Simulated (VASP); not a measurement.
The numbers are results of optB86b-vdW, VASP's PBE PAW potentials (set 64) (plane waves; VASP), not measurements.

Input for VASP

**KPOINTS**
```
k-points along high-symmetry lines
15
Line-mode
Reciprocal
  0.000000   0.000000   0.000000 ! GAMMA
  0.000000   0.500000   0.000000 ! X

  0.000000   0.500000   0.000000 ! X
  0.500000   0.500000   0.000000 ! M

  0.500000   0.500000   0.000000 ! M
  0.000000   0.000000   0.000000 ! GAMMA

  0.000000   0.000000   0.000000 ! GAMMA
  0.500000   0.500000   0.500000 ! R

  0.500000   0.500000   0.500000 ! R
  0.000000   0.500000   0.000000 ! X

  0.500000   0.500000   0.500000 ! R
  0.500000   0.500000   0.000000 ! M
```

POSCAR:
```
CsCl
1
    4.0905082695     0.0000000000     0.0000000000
    0.0000000000     4.0905082695     0.0000000000
    0.0000000000     0.0000000000     4.0905082695
Cs Cl
1 1
Direct
  0.0000000000   0.0000000000   0.0000000000
  0.5000000000   0.5000000000   0.5000000000
```

INCAR:
```
# general
SYSTEM   = CsCl
PREC     = Accurate
ENCUT    = 520   # plane-wave cut-off (eV)
LREAL    = F   # projection in real space or not
LASPH    = T   # aspherical one-centre terms
ICHARG   = 11   # fixed density

# electronic loop
EDIFF    = 1E-7   # SCF stop (eV)
NELM     = 100   # most electronic steps
ALGO     = Normal
LMAXMIX  = 4   # l cut-off of mixed one-centre charges

# smearing
ISMEAR   = 0
SIGMA    = 0.05   # width (eV)

# functional
GGA      = MK
LUSE_VDW = T
AGGAC    = 0.0
PARAM1   = 0.1234
PARAM2   = 1.0

# output
LWAVE    = F
LCHARG   = F
LORBIT   = 11
```

POTCAR, in this order: Cs_sv Cl (PBE.64 set). Program: vasp_std. Read from the step before: CHGCAR.

The run wrote:

### OUTCAR
```
 ion  position               nearest neighbor table
   1  0.000  0.000  0.000-
   2  0.500  0.500  0.500-
  LATTYP: Found a simple cubic cell.
 ALAT       =     4.0905082695
 Subroutine PRICEL returns:
 Original cell was already a primitive cell.
 Subroutine GETGRP returns: Found 48 space group operations
The static configuration has the point symmetry O_h .
The dynamic configuration has the point symmetry O_h .
 Subroutine INISYM returns: Found 48 space group operations
   k-points           NKPTS =     90   k-points in BZ     NKDIM =     90   number of bands    NBANDS=     12
   number of dos      NEDOS =    301   number of ions     NIONS =      2
   total plane-waves  NPLWV =  27000
   dimension x,y,z NGX =    30 NGY =   30 NGZ =   30
   dimension x,y,z NGXF=    60 NGYF=   60 NGZF=   60
   ions per type =               1   1
   PREC   = accura    normal or accurate (medium, high low for compatibility)
   ISTART =      0    job   : 0-new  1-cont  2-samecut
   ICHARG =     11    charge: 1-file 2-atom 10-const
   ISPIN  =      1    spin polarized calculation?
   LNONCOLLINEAR =      F non collinear calculations
   LSORBIT =      F    spin-orbit coupling
   INIWAV =      1    electr: 0-lowe 1-rand  2-diag
   ENCUT  =  520.0 eV  38.22 Ry    6.18 a.u.   7.61  7.61  7.61*2*pi/ulx,y,z
   NELM   =    100;   NELMIN=  2; NELMDL= -5     # of ELM steps
   EDIFF  = 0.1E-06   stopping-criterion for ELM
   LREAL  =      F    real-space projection
   NLSPLINE    = F    spline interpolate recip. space projectors
   LMAXMIX     =    4 max onsite mixed and CHGCAR
   VOSKOWN=      0    Vosko Wilk Nusair interpolation
   EDIFFG = 0.1E-05   stopping-criterion for IOM
   NSW    =      0    number of steps for IOM
   NBLOCK =      1;   KBLOCK =      1    inner block; outer block
   IBRION =     -1    ionic relax: 0-MD 1-quasi-New 2-CG
   NFREE  =      0    steps in history (QN), initial steepest desc. (CG)
   ISIF   =      2    stress and relaxation
   ISYM   =      2    0-nonsym 1-usesym 2-fastsym
   TEIN   =    0.0    initial temperature
   TEBEG  =    0.0;   TEEND  =   0.0 temperature during run
   SMASS  =  -3.00    Nose mass-parameter (am)
   PSTRESS=    0.0 pullay stress
   NELECT =      16.0000    total number of electrons
   EFERMI =   0.00;   METHOD = LEGACY
   ISMEAR =     0;   SIGMA  =   0.05  broadening in eV -4-tet -1-fermi 0-gaus
   IALGO  =     38    algorithm
   LDIAG  =      T    sub-space diagonalisation (order eigenvalues)
   IMIX   =      4    mixing-type and parameters
     AMIX     =   0.40;   BMIX     =  1.00
     AMIX_MAG =   1.60;   BMIX_MAG =  1.00
     AMIN     =   0.10
   GGA     = MK    functional components
   VOSKOWN =     0    Vosko Wilk Nusair interpolation
   LHFCALC =     F    Hartree Fock is set to
   LHFONE  =     F    Hartree Fock one center treatment
   AEXX    =    0.0000 exact exchange contribution
   LUSE_VDW   =     T    switch on vdW DFT
   IVDW    =     0    specifies the selected vdW correction
   LEPSILON=     F    determine dielectric tensor
   LRPA    =     F    only Hartree local field effects (RPA)
  energy-cutoff  :      520.00
  volume of cell :       68.44
      direct lattice vectors                 reciprocal lattice vectors
     4.090508269  0.000000000  0.000000000     0.244468397  0.000000000  0.000000000
     0.000000000  4.090508269  0.000000000     0.000000000  0.244468397  0.000000000
     0.000000000  0.000000000  4.090508269     0.000000000  0.000000000  0.244468397
 k-point     1 :   0.0000 0.0000 0.0000  plane waves:    1839
 k-point     2 :   0.0000 0.0357 0.0000  plane waves:    1847
 k-point     3 :   0.0000 0.0714 0.0000  plane waves:    1843
 k-point     4 :   0.0000 0.1071 0.0000  plane waves:    1839
 k-point     5 :   0.0000 0.1429 0.0000  plane waves:    1847
 k-point     6 :   0.0000 0.1786 0.0000  plane waves:    1839
 k-point     7 :   0.0000 0.2143 0.0000  plane waves:    1843
 k-point     8 :   0.0000 0.2500 0.0000  plane waves:    1835
 k-point     9 :   0.0000 0.2857 0.0000  plane waves:    1839
...
```

File OSZICAR:
```
       N       E                     dE             d eps       ncg     rms          rms(c)
DAV:   1     0.980341371564E+02    0.98034E+02   -0.69868E+03  2160   0.115E+03
DAV:   2     0.453836285765E+01   -0.93496E+02   -0.87123E+02  3244   0.187E+02
DAV:   3    -0.227977923520E+01   -0.68181E+01   -0.67866E+01  2700   0.577E+01
DAV:   4    -0.235491396097E+01   -0.75135E-01   -0.75101E-01  2516   0.724E+00
DAV:   5    -0.235599181858E+01   -0.10779E-02   -0.10777E-02  2712   0.849E-01
DAV:   6    -0.235601869820E+01   -0.26880E-04   -0.26879E-04  2560   0.132E-01
DAV:   7    -0.235601952668E+01   -0.82848E-06   -0.82839E-06  2708   0.210E-02
DAV:   8    -0.235601955558E+01   -0.28898E-07   -0.28907E-07  2344   0.368E-03
   1 F= -.23560196E+01 E0= -.23560196E+01  d E =-.632464E-16
```

### OUTCAR
```
 val. band max:       -0.2731544475   @ k =   0.0000   0.0000   0.0000

 cond. band min:       5.0544551098   @ k =   0.0000   0.0000   0.0000



 k-point     1 :       0.0000    0.0000    0.0000
  band No.  band energies     occupation
      1     -19.6412      2.00000
      2     -12.4501      2.00000
      3      -6.0986      2.00000
      4      -6.0986      2.00000
      5      -6.0986      2.00000
      6      -0.2732      2.00000
      7      -0.2732      2.00000
      8      -0.2732      2.00000
      9       5.0545      0.00000
     10       5.0545      0.00000
     11       5.0606      0.00000
     12       9.8093      0.00000

 k-point     2 :       0.0000    0.0357    0.0000
  band No.  band energies     occupation
      1     -19.6401      2.00000
      2     -12.4507      2.00000
      3      -6.1068      2.00000
      4      -6.0968      2.00000
      5      -6.0968      2.00000
      6      -0.2931      2.00000
      7      -0.2763      2.00000
      8      -0.2763      2.00000
      9       5.0633      0.00000
     10       5.0855      0.00000
     11       5.0954      0.00000
     12       9.7985      0.00000

 k-point     3 :       0.0000    0.0714    0.0000
  band No.  band energies     occupation
      1     -19.6368      2.00000
      2     -12.4524      2.00000
      3      -6.1305      2.00000
      4      -6.0912      2.00000
      5      -6.0912      2.00000
      6      -0.3506      2.00000
      7      -0.2855      2.00000
      8      -0.2855      2.00000
      9       5.0899      0.00000
     10       5.1727      0.00000
     11       5.2026      0.00000
     12       9.7702      0.00000

 k-point     4 :       0.0000    0.1071    0.0000
  band No.  band energies     occupation
      1     -19.6315      2.00000
      2     -12.4553      2.00000
      3      -6.1681      2.00000
      4      -6.0823      2.00000
      5      -6.0823      2.00000
      6      -0.4402      2.00000
      7      -0.3005      2.00000
...
```

The density is held fixed in this step, so its total energy and stress have no physical meaning. Unless said otherwise, spin-orbit coupling is left out, though it shifts the bands of the heavy elements here.

The compound is CsCl in the CsCl type structure. It was relaxed first.
